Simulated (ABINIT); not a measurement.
Input of an ABINIT 10.8.3 (patched build) run:

Contents of run.abi:

```
# Pseudopotentials
pp_dirpath "./"
pseudos "Hf.GGA_PBE-JTH.xml, C.GGA_PBE-JTH.xml"

# Structure
acell 6.2135074315 6.2135074315 6.2135074315
rprim
     0.0000000000     0.7071067812     0.7071067812
     0.7071067812     0.0000000000     0.7071067812
     0.7071067812     0.7071067812     0.0000000000
ntypat 2
znucl 72 6
natom 2
typat 1 2
xred
     0.5000000000     0.5000000000     0.5000000000
     0.0000000000     0.0000000000     0.0000000000

# Plane-wave basis
ecut 14.0
pawecutdg 28.0
pawxcdev 0

# k points
kptopt 1
ngkpt 8 8 8
nshiftk 1
shiftk 0.0 0.0 0.0

# Exchange and correlation
ixc -116133

# Bands and occupations
nband 12
occopt 3
tsmear 0.05 eV

# SCF cycle
nstep 100
tolvrs 1.0e-9

# Output
iomode 3
prtwf 0
prtden 0
prteig 0
prtebands 0
enunit 2
```

Potentials or basis: JTH PAW PBE v2.0.

The run is started by

```bash
$ abinit run.abi > log 2>&1
```

(1) Predict the band gap on the k mesh.

## Answers

(1) none (metal or under the smearing width).
